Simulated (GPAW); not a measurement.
Hf:

```
CELL_PARAMETERS angstrom
4.96233 0.00000 0.00000
-2.48116 4.29750 0.00000
0.00000 0.00000 3.08623
ATOMIC_POSITIONS crystal
Hf 0.00000 0.00000 0.00000
Hf 0.33333 0.66667 0.50000
Hf 0.66667 0.33333 0.50000
```

This isn't the form of Hf at room conditions, which is hcp.

* Program: GPAW 26.7.0
* Task: relaxation of cell and atoms
* Functional: PBEsol
* Dispersion: D4
* Potentials or basis: PAW data sets generated in the run's folder for this functional
* Cutoff: 600 eV
* Basis: pw
* k mesh: 5 × 5 × 6
* Occupations: fermi-dirac, width 0.05 eV
* Spin: no spin polarisation

At the start: pressure -3.3 GPa; volume 21.94 Å³/atom.

Problem. How do energy, volume and symmetry change on relaxing?

Solution. Over 4 steps the energy falls by 6.9 meV/atom and the volume is 21.30 Å³/atom (-2.9 %); space group P6/mmm (No. 191, to 0.05 Å).

The path:
```
step  energy change (eV)  largest force (eV/Å)  pressure (GPa)  volume (Å³)
   1              0.0000                0.0000           -3.29        65.82
   2             -0.0078                0.0000           -2.60        65.39
   3             -0.0206                0.0000            0.06        63.86
   4             -0.0206                0.0000            0.00        63.89
```

Final structure:
```
Hf
1.0
     4.91254    0.00000    0.00000
    -2.45627    4.25438    0.00000
     0.00000    0.00000    3.05707
Hf
3
Direct
  0.00000 0.00000 0.00000
  0.33333 0.66667 0.50000
  0.66667 0.33333 0.50000
```

Caveat: later steps reuse the first step's grids; pairwise dispersion overbinds metals, which lowers pressure and volume.
